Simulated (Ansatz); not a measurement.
## AlCo: band structure with RPBE+D4+U

AlCo:

```
Co Al
1.0
     2.81940    0.00000    0.00000
     0.00000    2.81940    0.00000
     0.00000    0.00000    2.81940
Co Al
1 1
Direct
  0.50000 0.50000 0.50000
  0.00000 0.00000 0.00000
```

The cell is a database's computed one.

| Property | Result |
| --- | --- |
| Program | Ansatz 0.2.0 |
| Task | band structure |
| Functional | RPBE |
| Dispersion | D4 |
| Potentials or basis | Ansatz PAW |
| Cutoff | 420 eV |
| Density cutoff | 1680 eV |
| k mesh | 9 × 9 × 9 |
| Occupations | tetrahedron |
| Spin | collinear spin, ferromagnetic start |
| Starting moments | [2.0, 0.0] μB |
| Hubbard terms | Co d U = 7.0 eV |
| Hubbard projectors | ortho-atomic |
| Path | [["G", "X", "M", "G", "R", "X"], ["M", "R"]] |
| Points for each segment of the path | 14 |
| Double counting | fll (the default) |

| Item | Value |
| --- | --- |
| Pressure | 30.4 GPa |
| Band gap on the k mesh | none (metal or under the smearing width) |
| Net moment | 1.62 μB per cell |
| Absolute moment | 1.84 μB per cell |
| Site moments | Co +1.68; Al -0.05 μB |

Levels at the corners of the path, in eV from the Fermi level:
Spin up:
| point | band 7 | band 8 | band 9 | band 10 | band 11 | band 12 | band 13 | band 14 | band 15 | band 16 |
| --- | --- | --- | --- | --- | --- | --- | --- | --- | --- | --- |
| Γ | -7.95 | -4.87 | -4.87 | -4.87 | 5.46 | 5.46 | 5.46 | 7.80 | 7.80 | 15.00 |
| X | -7.50 | -5.66 | -5.66 | -4.76 | -3.90 | 7.76 | 10.00 | 10.00 | 11.31 | 11.31 |
| M | -5.54 | -5.54 | -5.41 | -3.49 | -3.49 | 0.78 | 2.05 | 12.64 | 15.24 | 15.24 |
| Γ | -7.95 | -4.87 | -4.87 | -4.87 | 5.46 | 5.46 | 5.46 | 7.80 | 7.80 | 15.00 |
| R | -7.36 | -5.38 | -5.38 | 1.50 | 1.50 | 1.50 | 3.97 | 4.17 | 4.17 | 4.17 |
| X | -7.50 | -5.66 | -5.66 | -4.76 | -3.90 | 7.76 | 10.00 | 10.00 | 11.31 | 11.31 |
| M | -5.54 | -5.54 | -5.41 | -3.49 | -3.49 | 0.78 | 2.05 | 12.64 | 15.24 | 15.24 |
| R | -7.36 | -5.38 | -5.38 | 1.50 | 1.50 | 1.50 | 3.97 | 4.17 | 4.17 | 4.17 |
Spin down:
```tsv
point	band 7	band 8	band 9	band 10	band 11	band 12
Γ	-3.78	-3.78	-0.13	-0.13	5.42	5.42
X	-4.69	-4.69	-3.66	0.98	3.81	7.55
M	-4.53	-3.49	-3.49	-1.75	2.51	3.74
Γ	-3.78	-3.78	-0.13	-0.13	5.42	5.42
R	-6.69	1.72	1.72	1.72	3.78	3.79
X	-4.69	-4.69	-3.66	0.98	3.81	7.55
M	-4.53	-3.49	-3.49	-1.75	2.51	3.74
R	-6.69	1.72	1.72	1.72	3.78	3.79
```

Eigenvalues of the final occupation matrices:
| site | spin | trace | eigenvalues |
| --- | --- | --- | --- |
| site 1 | 1 | 4.81 | 0.95 0.95 0.95 0.98 0.98 |
| site 1 | 2 | 3.06 | 0.13 0.13 0.93 0.93 0.93 |

Run time: 7.3 s on 1 thread of Arm Neoverse V1, on a shared host, peak memory 0.28 GiB.

Caveat: the magnetic or orbital state may not be the lowest; a pressure of tens of GPa on the cell as given is suspect, and the run, the potentials or the cell itself is likely at fault; pairwise dispersion overbinds metals, which lowers pressure and volume; the PAW data sets come from PBE, with cores solved anew for the run's functional, which leaves a small shift of forces and pressure; the U is typed as a test and isn't derived for this compound; with tetrahedron occupations forces and stress needn't match the slope of the energy. The state reached can hang on the start; a lower one may exist.
